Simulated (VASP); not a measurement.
# LiH (Fm-3m) in VASP: a series of runs, part 2 of 2

VASP 6.6.1. Earlier steps stand in the parts before.

### Step 4. G0W0 quasiparticle levels, r2SCAN

File POSCAR:

```
LiH
1.0
    0.0000000000      2.0367500000      2.0367500000
    2.0367500000      0.0000000000      2.0367500000
    2.0367500000      2.0367500000      0.0000000000
Li H
1 1
Direct
    0.0000000000      0.0000000000      0.0000000000
    0.5000000000      0.5000000000      0.5000000000
```

File INCAR.step1:

```
SYSTEM = LiH
  PREC = Accurate
  ENCUT = 450
  EDIFF = 1E-8
  ISMEAR = 0
  SIGMA = 0.01
  LREAL = .False.
  LASPH = .True.
  NELM = 60
  ALGO = Normal
  LWAVE = .True.
  LCHARG = .False.
  METAGGA = R2SCAN
  LMIXTAU = .True.
```

File INCAR.step2:

```
SYSTEM = LiH
  PREC = Accurate
  ENCUT = 450
  EDIFF = 1E-8
  ISMEAR = 0
  SIGMA = 0.01
  LREAL = .False.
  LASPH = .True.
  NELM = 1
  ALGO = Exact
  LWAVE = .True.
  LCHARG = .False.
  METAGGA = R2SCAN
  LMIXTAU = .True.
  NBANDS = 57
  LOPTICS = .True.
  ISTART = 1
```

File INCAR.step3:

```
SYSTEM = LiH
  PREC = Accurate
  ENCUT = 450
  EDIFF = 1E-8
  ISMEAR = 0
  SIGMA = 0.01
  LREAL = .False.
  LASPH = .True.
  ALGO = EVGW0
  LWAVE = .False.
  LCHARG = .False.
  METAGGA = R2SCAN
  LMIXTAU = .True.
  NELMGW = 1
  NBANDS = 57
  ENCUTGW = 100
  NOMEGA = 64
  PRECFOCK = Fast
  ISTART = 1
  NBANDSGW = 9
```

File KPOINTS:

```
Automatic mesh
0
Gamma
  7 7 7
  0 0 0
```

Potentials or basis: VASP PAW PBE potentials, release 64 (Li_GW, H_GW).

Launch:

```sh
$ cat potpaw_PBE.64/Li_GW/POTCAR potpaw_PBE.64/H_GW/POTCAR > POTCAR
$ cp INCAR.step1 INCAR
$ mpirun -np 1 vasp_std > vasp.out
$ cp INCAR.step2 INCAR
$ mpirun -np 1 vasp_std > vasp.out
$ cp INCAR.step3 INCAR
$ mpirun -np 1 vasp_std > vasp.out
```

OUTCAR:

```text
SYSTEM = LiH
   PREC = Accurate
   ENCUT = 450
   EDIFF = 1E-8
   ISMEAR = 0
   LREAL = .False.
   LASPH = .True.
   METAGGA = R2SCAN
   NELMGW = 1
   ENCUTGW = 100
   PRECFOCK = Fast
   ISTART = 1

 ion  position               nearest neighbor table
   1  0.000  0.000  0.000-   2 2.04   2 2.04   2 2.04   2 2.04   2 2.04   2 2.04
   2  0.500  0.500  0.500-   1 2.04   1 2.04   1 2.04   1 2.04   1 2.04   1 2.04

  LATTYP: Found a face centered cubic cell.
 ALAT       =     4.0735000000

  Lattice vectors:
[... 178 lines left out ...]
   NGX =  9   NGY =  9   NGZ =  9
 maximum number of plane-waves:        51

 QP shifts <psi_nk| G(iteration)W_0 |psi_nk>: iteration 1
 for sc-GW calculations column KS-energies equals QP-energies in previous step
 and V_xc(KS)=  KS-energies - (<T + V_ion + V_H > + <T+V_H+V_ion>^1  + <V_x>^1)

 k-point   1 :       0.0000    0.0000    0.0000
  band No.  KS-energies  QP-energies   sigma(KS)   V_xc(KS)     V^pw_x(r,r')   Z            occupation Imag(sigma)

      1      -8.3847      -9.7579     -11.6825      -9.7037     -15.0765       0.6939       2.0000       0.1448
      2      13.8343      14.0818      -9.8004     -10.1445      -4.1472       0.7196       0.0000      -0.8089
      3      15.6186      16.1286      -6.2920      -6.9529      -1.4175       0.7717       0.0000      -0.4882
      4      15.6186      16.1286      -6.2920      -6.9529      -1.4175       0.7717       0.0000      -0.4882
      5      15.6186      16.1286      -6.2920      -6.9529      -1.4175       0.7717       0.0000      -0.4882
      6      20.3161      19.9338      -6.5013      -6.1039      -1.0573       0.9619       0.0000      -2.0210
      7      20.3161      19.9338      -6.5013      -6.1039      -1.0573       0.9619       0.0000      -2.0210
      8      20.3161      19.9338      -6.5013      -6.1039      -1.0573       0.9619       0.0000      -2.0210
      9      22.1940      21.8439      -5.6995      -5.2979      -0.7591       0.8719       0.0000      -1.7033
[... 238 lines left out ...]
      1      -3.4976      -4.6639     -12.7432     -11.2317     -14.4549       0.7716       2.0000       0.0490
      2       2.4918       3.0261      -6.2335      -6.8994      -2.7722       0.8025       0.0000      -0.0541
      3       3.8990       4.4240      -6.4800      -7.1437      -2.8278       0.7909       0.0000      -0.0593
      4       9.4961       9.8515      -6.5215      -6.9903      -2.0378       0.7581       0.0000      -0.2158
      5      15.0395      15.2083      -6.8690      -7.0941      -1.6774       0.7502       0.0000      -0.6638
      6      20.8247      20.7640      -6.2907      -6.2209      -1.0789       0.8692       0.0000      -1.6719
      7      24.1299      24.2078      -5.8562      -5.9472      -0.8713       0.8557       0.0000      -1.8529
      8      25.3881      26.0660      -6.4577      -7.2060      -1.3845       0.9059       0.0000      -2.0204
      9      31.0092      32.2214      -6.4491      -7.7392      -1.5324       0.9396       0.0000      -2.5220
```

OUTCAR.step1:

```text
SYSTEM = LiH
   PREC = Accurate
   ENCUT = 450
   EDIFF = 1E-8
   ISMEAR = 0
   LREAL = .False.
   LASPH = .True.
[... 374 lines left out ...]
      0.00000      0.00000      0.00000        -0.000000     -0.000000      0.000000
      2.03675      2.03675      2.03675         0.000000      0.000000     -0.000000
 -----------------------------------------------------------------------------------
    total drift:                                0.000000      0.000000      0.000000

  FREE ENERGIE OF THE ION-ELECTRON SYSTEM (eV)
  ---------------------------------------------------
  free  energy   TOTEN  =        -6.7207516415 eV

  energy  without entropy=       -6.7207516415  energy(sigma->0) =       -6.72075164
```

OUTCAR.step2:

```text
SYSTEM = LiH
   PREC = Accurate
   ENCUT = 450
   EDIFF = 1E-8
[... 870 lines left out ...]
  --------------------------------------------------------------------------------------------------------------
     0.00000     3.78000     3.78000     3.78000    -0.00000    -0.00000     0.00000
     1.64612     4.01450     4.01450     4.01450    -0.00000    -0.00000     0.00000
     3.29225     5.44950     5.44950     5.44950    -0.00000    -0.00000     0.00000
     4.93837     4.27197     4.27197     4.27197    -0.00000    -0.00000     0.00000
     6.58449    -2.45486    -2.45486    -2.45486     0.00000    -0.00000    -0.00000
     8.23062    -2.27046    -2.27046    -2.27046    -0.00000    -0.00000    -0.00000
[... 92 lines left out ...]
   161.32013     0.99322     0.99322     0.99322     0.00000     0.00000    -0.00000
   162.96625     0.99336     0.99336     0.99336     0.00000     0.00000    -0.00000
```

Run time: 2 min. Hardware: 1 thread of Intel Xeon Platinum 8375C at 2.90GHz (Ice Lake), shared host; peak memory 0.33 GiB.

Results:

```yaml
Band_gap_on_the_k_mesh_mean-field_level: 4.13 eV, direct
Quasiparticle_gap: 5.80 eV
Least_direct_quasiparticle_gap: 5.80 eV
```

Levels at points of the mesh, in eV from the valence-band top:
```tsv
k point	band 1	band 2	band 3	band 4
(0.00, 0.00, 0.00)	-5.25	16.97	18.76	18.76
```

Caveat: bands, screening cutoff and mesh are small and nothing is extrapolated, so the quasiparticle values aren't converged; an odd mesh through Γ misses points on the zone boundary, where band edges often lie.
